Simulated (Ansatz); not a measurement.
The calculation used Ansatz 0.2.0, DFT PBE, scalar-relativistic, plane waves, PAW. Settings: cutoff 420 eV, Γ-centred meshes spaced at most about 0.3 Å⁻¹ (2π included), Gaussian smearing. No spin polarisation.

These are static total energies at zero pressure.

Question: Order these relaxed structures of HfSi₃O₈ by energy, lowest first, with the energy over the lowest of them.
A. Space group Cmmm (No. 65), orthorhombic, a = 6.086 Å, b = 6.345 Å, c = 5.732 Å. Hf has 6 O at 2.03–2.07 Å and 2 Si at 2.87 Å; Si on a site of symmetry mm2 is surrounded by 6 O at 1.80–1.87 Å; around Si on a site of symmetry mmm lie 4 O at 1.77 Å, 2 O at 1.94 Å and 2 Hf at 2.87 Å; around O on a site of symmetry m lie 2 Si at 1.77–1.80 Å and 1 Hf at 2.03 Å; 2 more sites not described.
B. Space group P-4 (No. 81), tetragonal, a = 5.323 Å, c = 7.937 Å. Hf is surrounded by 4 O at 1.93 Å; around Si on a site of symmetry -4 lie 4 O at 1.64 Å; around Si on a site of symmetry 2 lie 4 O at 1.62–1.64 Å; around O on its first site lie 1 Si at 1.62 Å and 1 Hf at 1.93 Å; 1 more site not described.

Answer: B (0 meV/atom), A (228 meV/atom). Counting O atoms around Hf and Si (those within 1.25 times the shortest such distance or 1.15 times the sum of covalent radii, 1.27 where that leaves under three; a plus sign parts nearer from farther groups; a slash parts the counts of unlike sites): B has Hf 4, Si 4; A has Hf 6, Si 4+2/6. Both come from invented guesses. Shaken at random and relaxed again, B came back. The lowest form computed isn't among them: it has space group P1 (No. 1), 18.5 Å³/atom and lies 9 meV/atom below the best shown.

These runs have no spin–orbit coupling, which can matter for Hf. Cells without such a test can be saddle points. Some types were kept out of the candidates beforehand, so the set may lack a known form.
